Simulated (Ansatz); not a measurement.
# YN: stress in a strained cell

YN is deformed so: zz strain of +1 %. What stress and forces result, by LAPW, PAW and all-electron datasets made for the crystal?

Method: DFT LDA, scalar-relativistic, in Ansatz 0.2.0.

2 further runs of the same task are left out: 2 set aside as unsound or not needed.

## (1) The system as given

Symmetry: Fm-3m, No. 225, cubic system. Conventional cell: a = 4.877 Å, b = 4.877 Å, c = 4.877 Å, α = 90.00°, β = 90.00°, γ = 90.00°. Y (site symmetry m-3m) has 6 N at 2.44 Å as nearest neighbours. N (site symmetry m-3m) is surrounded by 6 Y at 2.44 Å.

Structure file:

```cif
data_structure
_symmetry_space_group_name_H-M 'P 1'
_symmetry_Int_Tables_number 1
_cell_length_a 3.4486
_cell_length_b 3.4486
_cell_length_c 3.4486
_cell_angle_alpha 60.000
_cell_angle_beta 60.000
_cell_angle_gamma 60.000
_cell_volume 29.00
loop_
_atom_site_label
_atom_site_type_symbol
_atom_site_fract_x
_atom_site_fract_y
_atom_site_fract_z
_atom_site_occupancy
Y1 Y 0.00000 0.00000 0.00000 1
N1 N 0.50000 0.50000 0.50000 1
```

Atoms are numbered in the order of the input: Y1, N2.

## (2) The deformed structure

Space group Fm-3m before, I4/mmm after.

## (3) All-electron LAPW

input.yaml reads:

```yaml
crystal:
  lattice:
    - [0.0, 2.4385, 2.462885]
    - [2.4385, 0.0, 2.462885]
    - [2.4385, 2.4385, 0.0]
  atoms:
    - { symbol: "Y", position: [0.0, 0.0, 0.0] }
    - { symbol: "N", position: [0.5, 0.5, 0.5] }
kpoints:
  mp_grid: { grid: [9, 9, 9] }
  band_path:
    path:
      - [0.0, 0.0, 0.0]
      - [0.0, 0.5, 0.5]
      - [0.25, 0.75, 0.5]
      - [0.0, 0.5, 0.0]
      - [0.0, 0.0, 0.0]
      - [0.5, 0.5, 0.0]
      - [0.3725370062, 0.6274629938, 0.0]
      - [-0.3725370062, 0.3725370062, 0.0]
      - [0.0, 0.0, 0.0]
    npoints: 5
scf:
  occupations: { method: fermi_dirac, width: 0.03 }
hamiltonian:
  xc: lda
  pseudopotentials: { kind: all_electron, lapw: { basis_error: 0.0005 } }
output:
  forces: true
  stress: true
  eigenvalues: true
```

On the command line:

```
$ ansatz run input.yaml --threads 1 --pin off --max-ram 3072MiB --backend cpu --events-out ev --progress --plain --runs-dir out
```

## (4) PAW with frozen cores

input.yaml reads:

```yaml
crystal:
  lattice:
    - [0.0, 2.4385, 2.462885]
    - [2.4385, 0.0, 2.462885]
    - [2.4385, 2.4385, 0.0]
  atoms:
    - { symbol: "Y", position: [0.0, 0.0, 0.0] }
    - { symbol: "N", position: [0.5, 0.5, 0.5] }
kpoints:
  mp_grid: { grid: [9, 9, 9] }
scf:
  occupations: { method: fermi_dirac, width: 0.03 }
hamiltonian:
  xc: lda
  pseudopotentials: { kind: paw }
output:
  forces: true
  stress: true
  eigenvalues: true
  efg: { contact_densities: true }
  write_density: true
  write_potential: true
  elf: true
  volumetric_format: npy
```

## (5) All-electron PAW on datasets made for the crystal

input.yaml, as its differences from that of step 4:

```diff
@@ -14,3 +14,3 @@
   xc: lda
-  pseudopotentials: { kind: paw }
+  pseudopotentials: { kind: all_electron, datasets: crystal }
 output:
@@ -20,5 +20 @@
   efg: { contact_densities: true }
-  write_density: true
-  write_potential: true
-  elf: true
-  volumetric_format: npy
```

(Steps that only read results are left out.)

Q: Predict the outcome of this session. Wanted: pressure; largest shear or deviatoric stress.

The runs gave:

| quantity | value |
| --- | --- |
| pressure | LAPW -7.41, PAW -7.45, crystal datasets -7.41 GPa |
| largest shear or deviatoric stress (LAPW) | 1.47 GPa |

In words: Against the undeformed cell the largest change of stress is -2.97 GPa, in the zz component, with the atoms carried along and not relaxed. PAW: stress within 0.04 GPa of LAPW. Crystal datasets: stress within 0.01 GPa of LAPW.
